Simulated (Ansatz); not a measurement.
# NbSi: a trial structure relaxed, part 2 of 2

Where does this trial cell of NbSi go when cell and atoms are let free?

Ansatz 0.2.0; DFT PBE, scalar-relativistic, plane waves, PAW.

### Step 4. Spin check on a coarse mesh

input.yaml

```yaml
crystal:
  lattice:
    - [3.1559764709, 0.0, 0.0]
    - [0.0, 3.1559764709, 0.0]
    - [0.0, 0.0, 3.1559764709]
  atoms:
    - { symbol: Nb, position: [0.0, 0.0, 0.0], spin: 1.0 }
    - { symbol: Si, position: [0.5, 0.5, 0.5] }
basis:
  ecutwfc: 420
kpoints:
  mp_grid: { grid: [6, 6, 6] }
hamiltonian:
  xc: pbe
scf:
  occupations: { method: gaussian, width: 0.1 }
  lower_state_search: "off"
output:
  forces: true
  stress: true
  eigenvalues: true
  populations: true
magnetization:
  spin_polarized: true
```

Started as:

```sh
ansatz run input.yaml --threads 1 --pin off --max-ram 2048MiB --backend cpu --events-out ev --progress --plain --runs-dir out
```

The program printed, cut to the lines that bear on the results:

```text
[...]
SCF converged after 15 iterations
Magnetization: -0.0000 μB (8.5000 up, 8.5000 down)
Absolute magnetization: 0.0000 μB (∫|ρ↑−ρ↓|, with the PAW one-centre terms)
Spin contamination: 0.0000 ħ² per cell (⟨S²⟩ above its minimum at these occupations)
Per-site moments (μB) at R_I (Å): [(-5.73500566621167e-7, 1.1274267664874613), (1.639016995934651e-7, 1.1274267664874613)]
Free energy (F): -5188.551700 eV
[...]
E sigma→0 (E₀):  -5188.546517 eV
Entropy (-TS):   -0.010366 eV (-5.183 meV/atom)
Fermi energy:    15.141073 eV
[...]
--- Forces (eV/Å), atoms counted from 1 ---
  atom   1  Nb    -0.00000000     0.00000000    -0.00000000
  atom   2  Si     0.00000000     0.00000000     0.00000000
[...]
--- Stress (GPa, compression-positive) ---
        0.283695       0.000000       0.000000
        0.000000       0.283695       0.000000
       -0.000000       0.000000       0.283695
  P = ⅓ Tr σ = 0.2837 GPa (2.837 kbar)
--- Band table (eV; the first three rows and the last of 40) ---
  k-point 0 ↑: bands = ["-39.4723", "-15.3948", "-15.3948", "-15.3948", "4.1321", "12.5071", "12.5071", "17.4032", "17.4032", "17.4032", "17.6762", "17.6762", "17.6762"]
[...]
--- Löwdin populations: 2 sites ---
  site symbol       q [e]    m [muB]
     0     Nb     12.9249    -0.0000
     1     Si      3.9898     0.0000
  spilling = 0.005016 (of n_electrons = 17.000000)
```

It took 2.4 s on 1 thread of Arm Neoverse V1, shared host; peak memory 0.27 GiB.

Site by site:

| atom | Löwdin electrons |
| --- | --- |
| Nb1 | 12.93 |
| Si2 | 3.99 |

The same cell is solved with trial moments on Nb. The largest site moment that stays is 0.00 μB and the cell's total 0.00 μB. The workflow keeps spin only above 0.25 μB on a site, so the next run goes without spin.

### Step 5. Relaxation on the finer mesh

The end of the coarse run is made exact in the group found at a tolerance of 0.06 Å and reduced to its primitive cell.

input.yaml

```yaml
crystal:
  lattice:
    - [3.1559764709, 0.0, 0.0]
    - [0.0, 3.1559764709, 0.0]
    - [0.0, 0.0, 3.1559764709]
  atoms:
    - { symbol: Nb, position: [0.0, 0.0, 0.0] }
    - { symbol: Si, position: [0.5, 0.5, 0.5] }
basis:
  ecutwfc: 420
kpoints:
  mp_grid: { grid: [18, 18, 18] }
hamiltonian:
  xc: pbe
scf:
  occupations: { method: gaussian, width: 0.1 }
output:
  forces: true
  stress: true
  eigenvalues: true
  write_density: true
  write_potential: true
  elf: true
  volumetric_format: npy
relax:
  adjacent_minimum: "off"
  f_tol: 0.01
  max_steps: 80
  cell: { stress_tol: 0.05 }
```

Started as:

```sh
ansatz run input.yaml --threads 1 --pin off --max-ram 2048MiB --backend cpu --events-out ev --progress --plain --runs-dir out
```

The program printed:

```text
Warning: RAYON_NUM_THREADS=1 ignored (pool sized by the plan → 1); use --threads N
Engine: ansatz 0.2.0, aarch64-unknown-linux-gnu
Pseudopotentials: kind: paw
Pseudopotential: Nb, paw, valence charge 13, recommended cutoff 420 eV (normal), Nb.paw.azcp
Pseudopotential: Si, paw, valence charge 4, recommended cutoff 420 eV (normal), Si.paw.azcp
Functional definition: PBE
  parameter kappa = 0.804
  parameter beta = 0.06672455060314922
  exchange = pbe_x(kappa = kappa, mu = beta*pi^2/3)
  correlation = pbe_c(beta = beta)
Crystal: 2 atoms, lattice volume = 31.434 Å³
Basis set: ecut = 420 eV, 619 PW (Γ), exchange–correlation on 48×48×48 points (8 copies of the dense FFT grid, shifted against one another)
Bands: 13, of which v1, the nominal top of the filled ones, is band 9 counted from 1 (8 counted from 0)
Symmetry: 48 space group operations
Space group: Pm-3m (ITA 221), of the structure as read, at distance tolerance 3.2e-5 Å
k-points: 220 of 5832
Non-local potential: Nb, projectors of the file, l = 0: 3, l = 1: 2, l = 2: 2, l = 3: 1
Non-local potential: Si, projectors of the file, l = 0: 2, l = 1: 2, l = 2: 2
PAW form: soft (Blöchl's): semilocal exchange-correlation on the pseudo side does not see the compensation charge
PAW one-centre angular grid: Nb, 590 points (default); XC on 64 Gauss nodes
PAW one-centre angular grid: Si, 110 points (default); XC on 64 Gauss nodes
Initial density: superposition of atomic densities (neutral atoms: chi_scale 0, normalization atom), corrected by the library's trained network
Initial wavefunctions: pseudopotential atomic-orbital guess
Functional: x = pbe(κ = 0.804, μ = 0.2195149727645171), c = pbe(β = 0.06672455060314922)
SCF iter   1: F=—  HF=-5188.495119 eV  |F-HF|=—  |Δ(HF+E_count)|=         —  Δρ=3.45e-3  dr2=2.85e-3  ethr=1.77e-3  ⟨swp⟩=5.0  Hψ=16051  notcnv=0
preconditioner: auto → none  [metal: Δε(μ)=0.011 eV  Ē_g=7.165 eV  σ=0.100 eV  W_gap=0.06  n_scr=6 (ndim 8)  ℏωp=19.9 eV  f_vac=0.000  D(μ)=1.58/eV (n_scr^D=18)  sad-step TF]
SCF iter   2: F=—  HF=-5188.495023 eV  |F-HF|=—  |Δ(HF+E_count)|=   9.55e-5  Δρ=2.20e-3  dr2=1.35e-3  ethr=1.67e-5  ⟨swp⟩=1.1  Hψ=4674  notcnv=0
SCF iter   3: F=—  HF=-5188.495020 eV  |F-HF|=—  |Δ(HF+E_count)|=   3.37e-6  Δρ=2.37e-4  dr2=6.91e-6  ethr=7.92e-6  ⟨swp⟩=2.4  Hψ=3946  notcnv=0
SCF iter   4: F=—  HF=-5188.495034 eV  |F-HF|=—  |Δ(HF+E_count)|=   1.35e-5  Δρ=5.37e-5  dr2=4.56e-7  ethr=4.06e-8  ⟨swp⟩=2.2  Hψ=4625  notcnv=0
iter 5 did not close the SCF: its close was put off for the readings that it lacked (scf_convergence_deferred on its scf_iter line)
SCF iter   5: F=-5188.495034 eV  HF=-5188.495034 eV  |F-HF|=2.17e-8  |Δ(HF+E_count)|=   4.03e-7  Δρ=1.20e-5  dr2=1.30e-8  ethr=2.68e-9  ⟨swp⟩=2.9  Hψ=4670  notcnv=0
SCF iter   6: F=-5188.495034 eV  HF=-5188.495034 eV  |F-HF|=5.80e-10  |Δ(HF+E_count)|=   2.28e-8  Δρ=1.86e-6  dr2=2.65e-10  ethr=7.66e-11  ⟨swp⟩=4.8  Hψ=14865  notcnv=0
SCF 1 converged in 6 iterations: F = -5188.495034 eV  dr2 = 2.65e-10
relax step   1: F+E_penalty+E_count = -5188.49503402 eV  Δ(F+E_penalty+E_count) = +0.000e0 eV  max|allowed force component| = 1.101e-30 eV/Å  Δτ_max = 0.0000 Å  P = +0.075 GPa  Ω = 31.434 Å³  (6 SCF iters, dr2 threshold 1.00e-7 eV, accepted)
Crystal: 2 atoms, lattice volume = 31.463 Å³
Initial density: handed on by an earlier stage of this run
Initial wavefunctions: those handed on with the density
iter 1 solved again at ethr=2.24e-9 eV; its pass at ethr=3.10e-3 eV (dr2=3.81e-7 eV) is discarded
SCF iter   1: F=—  HF=-5188.495018 eV  |F-HF|=—  |Δ(HF+E_count)|=         —  Δρ=3.39e-5  dr2=4.02e-7  ethr=2.24e-9  ⟨swp⟩=2.0  Hψ=17825  notcnv=0
preconditioner: auto → none  [metal: Δε(μ)=0.010 eV  Ē_g=7.171 eV  σ=0.100 eV  W_gap=0.06  n_scr=6 (ndim 8)  ℏωp=19.9 eV  f_vac=0.000  D(μ)=1.59/eV (n_scr^D=18)]
SCF iter   2: F=—  HF=-5188.495029 eV  |F-HF|=—  |Δ(HF+E_count)|=   1.04e-5  Δρ=1.66e-5  dr2=7.93e-8  ethr=2.24e-9  ⟨swp⟩=1.2  Hψ=2972  notcnv=0
iter 3 did not close the SCF: its close was put off for the readings that it lacked (scf_convergence_deferred on its scf_iter line)
SCF iter   3: F=-5188.495029 eV  HF=-5188.495029 eV  |F-HF|=7.28e-11  |Δ(HF+E_count)|=   1.49e-8  Δρ=1.27e-6  dr2=2.32e-10  ethr=4.66e-10  ⟨swp⟩=2.4  Hψ=3732  notcnv=0
iter 4 did not close the SCF: its close was put off for the readings that it lacked (scf_convergence_deferred on its scf_iter line)
SCF iter   4: F=-5188.495029 eV  HF=-5188.495029 eV  |F-HF|=6.37e-12  |Δ(HF+E_count)|=  1.68e-10  Δρ=1.88e-7  dr2=8.51e-12  ethr=1.37e-12  ⟨swp⟩=2.3  Hψ=4702  notcnv=0
iter 5 did not close the SCF: its close was put off for the readings that it lacked (scf_convergence_deferred on its scf_iter line)
SCF iter   5: F=-5188.495029 eV  HF=-5188.495029 eV  |F-HF|=9.09e-13  |Δ(HF+E_count)|=  4.55e-12  Δρ=5.15e-8  dr2=3.67e-13  ethr=1.00e-12  ⟨swp⟩=1.0  Hψ=2860  notcnv=0
iter 6 did not close the SCF: its close was put off for the readings that it lacked (scf_convergence_deferred on its scf_iter line)
SCF iter   6: F=-5188.495029 eV  HF=-5188.495029 eV  |F-HF|=1.82e-12  |Δ(HF+E_count)|=    0.00e0  Δρ=1.35e-8  dr2=6.64e-14  ethr=1.00e-12  ⟨swp⟩=1.0  Hψ=2860  notcnv=0
SCF iter   7: F=-5188.495029 eV  HF=-5188.495029 eV  |F-HF|=0.00e0  |Δ(HF+E_count)|=    0.00e0  Δρ=2.13e-9  dr2=1.49e-15  ethr=1.00e-12  ⟨swp⟩=2.5  Hψ=8608  notcnv=0
SCF 2 converged in 7 iterations: F = -5188.495029 eV  dr2 = 1.49e-15
relax step   2: F+E_penalty+E_count = -5188.49502865 eV  Δ(F+E_penalty+E_count) = +5.365e-6 eV  max|allowed force component| = 6.903e-31 eV/Å  Δτ_max = 0.0000 Å  P = -0.079 GPa  Ω = 31.463 Å³  energy of the carried Pulay correction = -5.007e-6 eV  (7 SCF iters, rejected (line search))
Crystal: 2 atoms, lattice volume = 31.448 Å³
iter 1 solved again at ethr=6.05e-10 eV; its pass at ethr=3.10e-3 eV (dr2=1.03e-7 eV) is discarded
SCF iter   1: F=—  HF=-5188.495024 eV  |F-HF|=—  |Δ(HF+E_count)|=         —  Δρ=1.71e-5  dr2=1.07e-7  ethr=6.05e-10  ⟨swp⟩=2.0  Hψ=17813  notcnv=0
preconditioner: auto → none  [metal: Δε(μ)=0.010 eV  Ē_g=7.174 eV  σ=0.100 eV  W_gap=0.06  n_scr=6 (ndim 8)  ℏωp=19.9 eV  f_vac=0.000  D(μ)=1.59/eV (n_scr^D=18)]
SCF iter   2: F=—  HF=-5188.495035 eV  |F-HF|=—  |Δ(HF+E_count)|=   1.04e-5  Δρ=8.27e-6  dr2=1.89e-8  ethr=6.05e-10  ⟨swp⟩=2.1  Hψ=3632  notcnv=0
SCF iter   3: F=—  HF=-5188.495035 eV  |F-HF|=—  |Δ(HF+E_count)|=   3.67e-9  Δρ=7.52e-7  dr2=1.23e-10  ethr=1.11e-10  ⟨swp⟩=2.4  Hψ=3819  notcnv=0
iter 4 did not close the SCF: its close was put off for the readings that it lacked (scf_convergence_deferred on its scf_iter line)
SCF iter   4: F=-5188.495035 eV  HF=-5188.495035 eV  |F-HF|=1.82e-12  |Δ(HF+E_count)|=  2.27e-11  Δρ=1.53e-7  dr2=2.08e-12  ethr=1.00e-12  ⟨swp⟩=2.3  Hψ=4519  notcnv=0
iter 5 did not close the SCF: its close was put off for the readings that it lacked (scf_convergence_deferred on its scf_iter line)
SCF iter   5: F=-5188.495035 eV  HF=-5188.495035 eV  |F-HF|=9.09e-13  |Δ(HF+E_count)|=  2.73e-12  Δρ=1.41e-8  dr2=2.69e-14  ethr=1.00e-12  ⟨swp⟩=1.0  Hψ=2860  notcnv=0
iter 6 did not close the SCF: its close was put off for the readings that it lacked (scf_convergence_deferred on its scf_iter line)
SCF iter   6: F=-5188.495035 eV  HF=-5188.495035 eV  |F-HF|=1.82e-12  |Δ(HF+E_count)|=  9.09e-13  Δρ=2.93e-9  dr2=1.20e-15  ethr=1.00e-12  ⟨swp⟩=1.0  Hψ=2860  notcnv=0
iter 7 did not close the SCF: its close was put off for the readings that it lacked (scf_convergence_deferred on its scf_iter line)
SCF iter   7: F=-5188.495035 eV  HF=-5188.495035 eV  |F-HF|=9.09e-13  |Δ(HF+E_count)|=    0.00e0  Δρ=5.79e-10  dr2=8.02e-17  ethr=1.00e-12  ⟨swp⟩=1.0  Hψ=2860  notcnv=0
SCF iter   8: F=-5188.495035 eV  HF=-5188.495035 eV  |F-HF|=9.09e-13  |Δ(HF+E_count)|=  9.09e-13  Δρ=8.08e-11  dr2=7.51e-19  ethr=1.00e-12  ⟨swp⟩=1.7  Hψ=7135  notcnv=0
SCF 3 converged in 8 iterations: F = -5188.495035 eV  dr2 = 7.51e-19
relax step   3: F+E_penalty+E_count = -5188.49503484 eV  Δ(F+E_penalty+E_count) = -8.214e-7 eV  max|allowed force component| = 1.972e-31 eV/Å  Δτ_max = 0.0000 Å  P = -0.000 GPa  Ω = 31.448 Å³  energy of the carried Pulay correction = -2.440e-6 eV  (8 SCF iters, accepted)
Initial wavefunctions: pseudopotential atomic-orbital guess (no wavefunctions were taken with the density)
iter 1 solved again at ethr=1.37e-8 eV; its pass at ethr=3.10e-3 eV (dr2=2.33e-6 eV) is discarded
SCF iter   1: F=—  HF=-5188.495025 eV  |F-HF|=—  |Δ(HF+E_count)|=         —  Δρ=7.10e-7  dr2=6.32e-11  ethr=1.37e-8  ⟨swp⟩=3.1  Hψ=24028  notcnv=0
eigensolver tolerance schedule: the retry pair's looser diagonalisation over-reported the residual by 36847.08 of it (diagonalisation noise at 0.19 of the residual, at the tolerance the schedule requests for it); recorded, not acted on — ethr = c·dr2/N_el stays at c = 1.0e-1
SCF iter   2: F=—  HF=-5188.495036 eV  |F-HF|=—  |Δ(HF+E_count)|=   1.11e-5  Δρ=3.73e-7  dr2=2.39e-11  ethr=1.00e-12  ⟨swp⟩=3.1  Hψ=5723  notcnv=0
iter 3 did not close the SCF: its close was put off for the readings that it lacked (scf_convergence_deferred on its scf_iter line)
SCF iter   3: F=-5188.495036 eV  HF=-5188.495036 eV  |F-HF|=0.00e0  |Δ(HF+E_count)|=    0.00e0  Δρ=2.47e-7  dr2=8.78e-12  ethr=1.00e-12  ⟨swp⟩=1.0  Hψ=2860  notcnv=0
iter 4 did not close the SCF: its close was put off for the readings that it lacked (scf_convergence_deferred on its scf_iter line)
SCF iter   4: F=-5188.495036 eV  HF=-5188.495036 eV  |F-HF|=9.09e-13  |Δ(HF+E_count)|=  9.09e-13  Δρ=4.11e-8  dr2=1.47e-13  ethr=1.00e-12  ⟨swp⟩=1.0  Hψ=2860  notcnv=0
iter 5 did not close the SCF: its close was put off for the readings that it lacked (scf_convergence_deferred on its scf_iter line)
SCF iter   5: F=-5188.495036 eV  HF=-5188.495036 eV  |F-HF|=9.09e-13  |Δ(HF+E_count)|=  1.82e-12  Δρ=1.66e-9  dr2=2.25e-16  ethr=1.00e-12  ⟨swp⟩=1.0  Hψ=2860  notcnv=0
iter 6 did not close the SCF: its close was put off for the readings that it lacked (scf_convergence_deferred on its scf_iter line)
SCF iter   6: F=-5188.495036 eV  HF=-5188.495036 eV  |F-HF|=9.09e-13  |Δ(HF+E_count)|=    0.00e0  Δρ=1.02e-9  dr2=2.84e-16  ethr=1.00e-12  ⟨swp⟩=1.0  Hψ=2860  notcnv=0
SCF iter   7: F=-5188.495036 eV  HF=-5188.495036 eV  |F-HF|=0.00e0  |Δ(HF+E_count)|=    0.00e0  Δρ=9.15e-10  dr2=1.33e-16  ethr=1.00e-12  ⟨swp⟩=1.7  Hψ=6819  notcnv=0
SCF 4 converged in 7 iterations: F = -5188.495036 eV  dr2 = 1.33e-16
relax step   4: F+E_penalty+E_count = -5188.49503594 eV  Δ(F+E_penalty+E_count) = -1.098e-6 eV  max|allowed force component| = 1.052e-30 eV/Å  Δτ_max = 0.0000 Å  P = +0.000 GPa  Ω = 31.448 Å³  stress off target by 1.33e-5 GPa  SCF on the basis re-selected at this cell (its energy is not comparable with the rows above)  (7 SCF iters)
basis re-selected at this cell: Δ(F+E_penalty+E_count) = -1.098e-6 eV, ΔP = +0.000 GPa vs the last step (what re-selecting the basis moved, of the pressure what is left beyond the Pulay correction that the steps carried, after the strain that the cell walked since its last selection, with what the two solves' SCF thresholds leave and, on support functions, any second-order correction that the steps lacked; it is no measure of the basis error at this ecutwfc). This SCF's stress stands 1.33e-5 GPa from its target on what of the cell is left free (relax.cell.stress_tol is 5.00e-2 GPa) and its largest allowed force component is 1.05e-30 eV/Å (relax.f_tol is 1.00e-2 eV/Å): within both
SCF converged after 7 iterations
Free energy (F): -5188.495036 eV
Harris-Foulkes:  -5188.495036 eV  (|F-HF|=0.00e0)
Internal energy: -5188.487091 eV  (E = F + TS)
E sigma→0 (E₀):  -5188.491063 eV
Entropy (-TS):   -0.007945 eV (-3.973 meV/atom)
Fermi energy:    15.163462 eV
--- Per-component energies (eV) ---
  E_band       = -68.442103
  E_kinetic    = 436.949949
  E_local      = -851.213941  (includes V_loc(G=0)·N_el)
  E_nonlocal   = 145.635816
  E_hartree    = 285.734028
  E_xc         = -231.998097
  E_vxc        = -261.459479  (∫ρ·V_xc dr)
  E_paw        = -3586.062862  (= ΣΔE_a)
  E_vpaw       = -109.822516  (= ΣTr[D̂ρ^β])
  E_aug_tail   = 0.000012  (compensation charges beyond the density's cutoff)
  E_ewald      = -1387.531996
  E_smearing   = -0.007945  (= −TS)
  E_closure    = -0.000000  (closes the sum)
  Σ components = -5188.495036   (vs F -5188.495036, Δ=0.00e0)
--- Forces (eV/Å), atoms counted from 1 ---
  atom   1  Nb    -0.00000000    -0.00000000    -0.00000000
  atom   2  Si     0.00000000     0.00000000    -0.00000000
  max |Σ_I F_I| component: 1.84e-30 eV/Å
--- Stress (GPa, compression-positive) ---
        0.000013       0.000000      -0.000000
        0.000000       0.000013       0.000000
       -0.000000       0.000000       0.000013
  P = ⅓ Tr σ = 0.0000 GPa (0.000 kbar)
--- Band table (eV; the first three rows and the last of 220) ---
  k-point 0: bands = ["-39.4471", "-15.3719", "-15.3719", "-15.3719", "4.1178", "12.5151", "12.5151", "17.4156", "17.4156", "17.4156", "17.6552", "17.6552", "17.6552"]
  k-point 1: bands = ["-39.4460", "-15.3854", "-15.3706", "-15.3706", "4.1715", "12.5007", "12.5422", "16.8896", "16.8896", "17.4284", "17.5277", "18.2082", "18.2082"]
  k-point 2: bands = ["-39.4429", "-15.4243", "-15.3671", "-15.3671", "4.3309", "12.4279", "12.6219", "16.2984", "16.2984", "17.2540", "17.4657", "18.8829", "18.8829"]
  k-point 219: bands = ["-39.3434", "-15.6769", "-15.6769", "-15.6769", "10.0844", "10.0844", "10.0844", "11.2832", "19.0346", "19.0346", "19.0346", "19.4652", "19.4652"]
--- Relaxed structure (3 steps of the walk, 2 accepted, 1 SCFs on fresh bases) ---
  F+E_penalty+E_count = -5188.49503594 eV   max|allowed force component| = 1.052e-30 eV/Å   (the final SCF, on the basis selected at the relaxed cell)
  cell:  # Å, volume = 31.4480 Å³
    - [3.1564404144145093, 0.0, 0.0]
    - [0.0, 3.1564404144145093, -3.209883240645393e-35]
    - [0.0, -3.209883240645393e-35, 3.1564404144145093]
  atoms:
    - { symbol: Nb, position: [-1.9873683821311e-49, 5.420095587630273e-50, -1.142987391282275e-100] }
    - { symbol: Si, position: [0.5, 0.5, 0.5] }
```

Run time: 23 s. Hardware: 1 thread of Arm Neoverse V1, shared host; peak memory 0.38 GiB.

The steps of the relaxation:

```
step  E - E(step 1) (eV/cell)  largest force component (eV/Å)  pressure (GPa)  volume (Å³)
   1                   0.0000                          0.0000            0.08        31.43
   2                   0.0000                          0.0000           -0.08        31.46
   3                   0.0000                          0.0000            0.00        31.45
   4                   0.0000                          0.0000            0.00        31.45
```

Step 1 is the start. Step 4 repeats the geometry before it on a plane-wave basis chosen anew for that cell, so its energy need not be comparable with the rows above. Step 2 was tried and not accepted.

|  | before | after | change |
| --- | --- | --- | --- |
| a (Å) | 3.156 | 3.156 | 0.0 % |
| b (Å) | 3.156 | 3.156 | 0.0 % |
| c (Å) | 3.156 | 3.156 | 0.0 % |
| volume (Å³/atom) | 15.72 | 15.72 | 0.0 % |
| shortest distance (Å) | 2.733 | 2.734 | 0.0 % |
| space group (0.01 Å) | Pm-3m | Pm-3m | same |

The run keeps the 48 symmetry operations of the start, so it could not have lowered the symmetry.

Density in a lattice plane of the grid's cell (edges 3.16 and 3.16 Å, at 0.000 of the third edge), which holds Nb.

Ten even steps from ' ' (0.20 e/Å³) to '@' (5.09 e/Å³):
```
@@@@@@@@##++::..                  ..::++##@@@@@@
@@@@@@%%**==::..                  ..::==**%%@@@@
%%%%##**==::..                      ..::==**##%%
**++==--::..                          ..::--==++
--::::....                              ....::::
......                                      ....
                                                
                                                
                                                
                                                
                                                
                                                
                                                
......                                      ....
--::::....                              ....::::
**++==--::..                          ..::--==++
%%%%##**==::..                      ..::==**##%%
@@@@@@%%**==::..                  ..::==**%%@@@@
@@@@@@@@##++::..                  ..::++##@@@@@@
%%@@@@@@##++--..                  ..--++##@@@@@@
```
Columns run along the first of these edges and rows up along the second, over one cell in 24 and 20 even steps from the bottom left corner. Atoms in the plane (fractional): Nb at (1.00, 1.00).

ELF in the same plane.

Values, 12 rows by 12 columns:
```
0.40 0.61 0.75 0.58 0.27 0.26 0.35 0.26 0.27 0.58 0.75 0.61
0.75 0.75 0.65 0.36 0.20 0.26 0.35 0.26 0.20 0.36 0.65 0.75
0.67 0.58 0.36 0.17 0.18 0.28 0.34 0.28 0.18 0.17 0.36 0.58
0.32 0.27 0.20 0.18 0.24 0.31 0.34 0.31 0.24 0.18 0.20 0.27
0.27 0.26 0.26 0.28 0.31 0.33 0.35 0.33 0.31 0.28 0.26 0.26
0.35 0.35 0.35 0.34 0.34 0.35 0.35 0.35 0.34 0.34 0.35 0.35
0.27 0.26 0.26 0.28 0.31 0.33 0.35 0.33 0.31 0.28 0.26 0.26
0.32 0.27 0.20 0.18 0.24 0.31 0.34 0.31 0.24 0.18 0.20 0.27
0.67 0.58 0.36 0.17 0.18 0.28 0.34 0.28 0.18 0.17 0.36 0.58
0.75 0.75 0.65 0.36 0.20 0.26 0.35 0.26 0.20 0.36 0.65 0.75
0.40 0.61 0.75 0.58 0.27 0.26 0.35 0.26 0.27 0.58 0.75 0.61
0.04 0.40 0.75 0.67 0.32 0.27 0.35 0.27 0.32 0.67 0.75 0.40
```
Columns run along the first of these edges and rows up along the second, over one cell in 12 and 12 even steps from the bottom left corner. Atoms in the plane (fractional): Nb at (1.00, 1.00).

Both are smooth fields of the valence electrons: close to the nuclei they are not physical.

Maxima of ELF outside the ion cores: 0.72 in the shell around Si, 0.9 Å from Si.

### Step 6. Results

The summary covers parts 1 to 2. Changes of volume or cell count from the first structure of part 1.

| quantity | value |
| --- | --- |
| symmetry at the end (tolerance 0.05 Å) | space group Pm-3m (No. 221) |
| conventional cell | a = 3.156 Å, b = 3.156 Å, c = 3.156 Å, α = 90.00°, β = 90.00°, γ = 90.00° |
| volume | 15.72 Å³/atom |
| energy over the elements | -0.20 eV/atom |
| gap on the mesh | none (metal) |

What this shows: The space group Pm-3m (No. 221) is kept, and the volume per atom grows by 36.0 % from the first guess. It lies below the elements, which doesn't yet make it stable: competing phases were not computed in this session. No finished test with a distortion of lower symmetry is shown, so the end may be a saddle point. Other magnetic orders were not searched.
